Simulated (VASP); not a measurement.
Er: relaxation of cell and atoms with optB86b-vdW

Er:

```
Er
1.0
    -1.97794    1.97794    1.97794
     1.97794   -1.97794    1.97794
     1.97794    1.97794   -1.97794
Er
1
Direct
  0.00000 0.00000 0.00000
```

This isn't the form of Er at room conditions, which is hcp.

```json
{"Program": "VASP 6.6.1", "Task": "relaxation of cell and atoms", "Functional": "optB86b-vdW", "Potentials or basis": "VASP PAW PBE potentials, release 64 (Er)", "Cutoff": "600 eV", "k mesh": "9 × 9 × 9", "Occupations": "tetrahedron, uncorrected, width 0.5 eV", "Spin": "collinear spin, ferromagnetic start", "Starting moments": "[3.0] μB", "Fixed moment": "4 μB", "Monkhorst-Pack mesh": "yes", "Optimiser": "BFGS", "Further INCAR settings": "ALGO = Normal; EDIFF = 1.00e-07"}
```

The relaxed volume is 34.43 Å³/atom. The relaxed cell is a = 3.550 Å, b = 3.550 Å, c = 3.550 Å, α = 109.47°, β = 109.47°, γ = 109.47°, the space group after relaxing (to 0.05 Å) is Im-3m (No. 229) and the energy gained by relaxing is 32.9 meV/atom. The ionic steps are 5 and the pressure after relaxing is 0.0 GPa. The net moment is 4.00 μB per cell and the site moments are Er +2.94 μB. The valence electrons inside the program's atomic spheres are Er 19.56.

Step by step:
| step | energy change (eV) | largest force (eV/Å) | pressure (GPa) | volume (Å³) |
| --- | --- | --- | --- | --- |
| 1 | 0.0000 | 0.0000 | 3.11 | 30.95 |
| 2 | -0.0135 | 0.0000 | 2.19 | 31.76 |
| 3 | -0.0323 | 0.0000 | 0.39 | 33.99 |
| 4 | -0.0329 | 0.0000 | -0.09 | 34.54 |
| 5 | -0.0329 | 0.0000 | -0.01 | 34.43 |

Final structure:
```cif
data_structure
_symmetry_space_group_name_H-M 'P 1'
_symmetry_Int_Tables_number 1
_cell_length_a 3.5498
_cell_length_b 3.5498
_cell_length_c 3.5498
_cell_angle_alpha 109.471
_cell_angle_beta 109.471
_cell_angle_gamma 109.471
_cell_volume 34.43
loop_
_atom_site_label
_atom_site_type_symbol
_atom_site_fract_x
_atom_site_fract_y
_atom_site_fract_z
_atom_site_occupancy
Er1 Er 0.00000 0.00000 0.00000 1
```

Wall time 8.3 min on 1 thread of AMD EPYC 9R45 (Zen 5), on a shared host, peak memory 0.35 GiB.

Caveat: the magnetic or orbital state may not be the lowest; the PAW data sets were made with another functional, which shifts forces and pressure a little; the total moment is fixed, so each spin has its own Fermi level. The state reached can hang on the start; a lower one may exist.
